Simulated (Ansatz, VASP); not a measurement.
# C: VASP beside Ansatz

The input INCAR:

```
SYSTEM = C
PREC = Accurate
ENCUT = 600
EDIFF = 1E-6
ISMEAR = 0
SIGMA = 0.02
LREAL = .False.
LASPH = .True.
NELM = 60
ALGO = Normal
ISIF = 3
LWAVE = .False.
LCHARG = .False.
GGA = PE
IBRION = 2
NSW = 100
EDIFFG = -0.01
```

KPOINTS

```
regular mesh
0
Gamma
  12 12 12
  0 0 0
```

The input POSCAR:

```
C
1.0
    0.0000000000      1.7858121910      1.7858121910
    1.7858121910      0.0000000000      1.7858121910
    1.7858121910      1.7858121910      0.0000000000
C
2
Direct
    0.0000000000      0.0000000000      0.0000000000
    0.2500000000      0.2500000000      0.2500000000
```

Input for Ansatz:

```yaml
crystal:
  lattice:
    - [0.0, 1.785812191, 1.785812191]
    - [1.785812191, 0.0, 1.785812191]
    - [1.785812191, 1.785812191, 0.0]
  atoms:
    - { symbol: C, position: [0.0, 0.0, 0.0] }
    - { symbol: C, position: [0.25, 0.25, 0.25] }
basis:
  ecutwfc: 420
kpoints:
  mp_grid: { grid: [12, 12, 12] }
hamiltonian:
  xc: pbe
scf:
  occupations: { method: gaussian, width: 0.02 }
output:
  forces: true
  stress: true
  eigenvalues: true
relax:
  adjacent_minimum: "off"
  f_tol: 0.01
  max_steps: 80
  cell: { stress_tol: 0.05 }
```

Alike in both runs: task relaxation of cell and atoms; functional PBE; k mesh 12 × 12 × 12; occupations gaussian, width 0.02 eV; no spin polarisation.

```csv
,VASP,Ansatz
version,VASP 6.6.1,Ansatz 0.2.0
potentials or method,"VASP PAW PBE potentials, release 64 (C)","scalar-relativistic, plane waves, PAW"
plane-wave cutoff (eV),600,420
valence electrons in the cell,8,8
```

|  | VASP | Ansatz | Ansatz less VASP |
| --- | --- | --- | --- |
| gap on the k mesh at the Fermi level, each at its own relaxed structure (eV) | 4.14 | 4.15 | +0.006 |
| relaxed volume (Å³/atom) | 5.70 | 5.70 | 0.000 |
| relaxed cell length with the largest relative difference (Å) | 2.526 | 2.526 | 0.0000 |

Caveats: the relaxation stopped at its first step, so nothing moved.
